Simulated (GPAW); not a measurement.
Wanted: an ASE script for a GPAW 26.7.0 run.

```yaml
Task: dielectric tensor
Functional: LDA
Potentials_or_basis: the program's PAW data sets (release 1.2.1) made for this functional
Cutoff: 450 eV
Basis: pw
k_mesh: 6 × 6 × 4
Occupations: fermi-dirac, width 0.001 eV
Spin: no spin polarisation
Response_ecut: 80 eV
Maxiter: 150
Response_k_mesh: 14 × 14 × 9
Response_bands: 60
Kernels: "[\"RPA\", \"LR0.3\", \"LR0.2\"]"
Coarser_k_mesh: 10 × 10 × 6
```

The system is BaH2.

```xyz
6
Lattice="4.4620 0.0000 0.0000 -2.2310 3.8642 0.0000 0.0000 0.0000 6.0553" Properties=species:S:1:pos:R:3 pbc="T T T"
Ba    0.0000    2.5762    1.5138
Ba    2.2310    1.2881    4.5415
H     0.0000    0.0000    0.0000
H     0.0000    0.0000    3.0276
H     2.2310    1.2881    1.5138
H     0.0000    2.5762    4.5415
```

The cell comes from a database or a generator and needn't be the stable form of this composition.

These files were run (other wordings do the same):

run.py

```python
import numpy as np
from ase import Atoms
from ase.dft.bandgap import bandgap
from ase.io import write
from gpaw import GPAW, PW
from gpaw.response.df import DielectricFunction

atoms = Atoms(['Ba', 'Ba', 'H', 'H', 'H', 'H'],
              cell=[[4.4620250523, 0.0, 0.0],
                    [-2.2310125262, 3.8642270477, 0.0],
                    [0.0, 0.0, 6.05529259]],
              scaled_positions=[[0.3333333333, 0.6666666667, 0.25],
                                [0.6666666667, 0.3333333333, 0.75],
                                [0.0, 0.0, 0.0],
                                [0.0, 0.0, 0.5],
                                [0.6666666667, 0.3333333333, 0.25],
                                [0.3333333333, 0.6666666667, 0.75]],
              pbc=True)

calc = GPAW(mode=PW(450),
            xc='LDA',
            kpts={'size': (6, 6, 4), 'gamma': True},
            occupations={'name': 'fermi-dirac', 'width': 0.001},
            nbands=25,
            convergence={'density': 1e-06},
            maxiter=150,
            txt='gpaw.txt')
atoms.calc = calc
energy = atoms.get_potential_energy()
calc.write('gs.gpw')
write('result.traj', atoms)
print(f'Energy: {energy:.6f} eV')
print('Fermi level:', round(calc.get_fermi_level(), 4), 'eV')
print(f'Gap: {bandgap(calc)[0]:.4f} eV, direct: {bandgap(calc, direct=True)[0]:.4f} eV')

for size in [(10, 10, 6), (14, 14, 9)]:
    name = 'x'.join(str(n) for n in size)
    dense = calc.fixed_density(kpts={'size': size, 'gamma': True},
                               nbands=66, convergence={'bands': 60, 'eigenstates': 1e-7},
                               update_fermi_level=True, txt=f'dense-{name}.txt')
    dense.write(f'{name}.gpw', mode='all')
    df = DielectricFunction(f'{name}.gpw', frequencies=np.array([0.0]), hilbert=False, eta=0.001,
                            ecut=80, nbands=60, intraband=False, txt=f'df-{name}.txt')
    for xc in ['RPA', 'LR0.3', 'LR0.2']:
        for direction in ['x', 'y', 'z', [0, 1, 1], [1, 0, 1], [1, 1, 0]]:
            e0, e = df.get_macroscopic_dielectric_constant(xc=xc, direction=direction)
            print(f'{name} {xc} {direction}: {e0:.4f} without, {e:.4f} with local fields')
```

Potentials or basis: the program's PAW data sets (release 1.2.1) made for this functional, pw.

Run with:

```bash
$ OMP_NUM_THREADS=1 python run.py
```

Results of the run:

The band gap on the k mesh is 1.34 eV, indirect (least direct gap 2.43 eV). The electronic dielectric tensor (diagonal) is 5.21, 5.21, 4.64.

Caveat: the long-wavelength limit can be off by a per cent or two; spin-orbit coupling is left out, which moves the levels of the heavy elements; an odd mesh through Γ misses points on the zone boundary, where band edges often lie.

It took 17 min on 1 thread of Arm Neoverse V2, with other jobs on the host, peak memory 1.1 GiB.
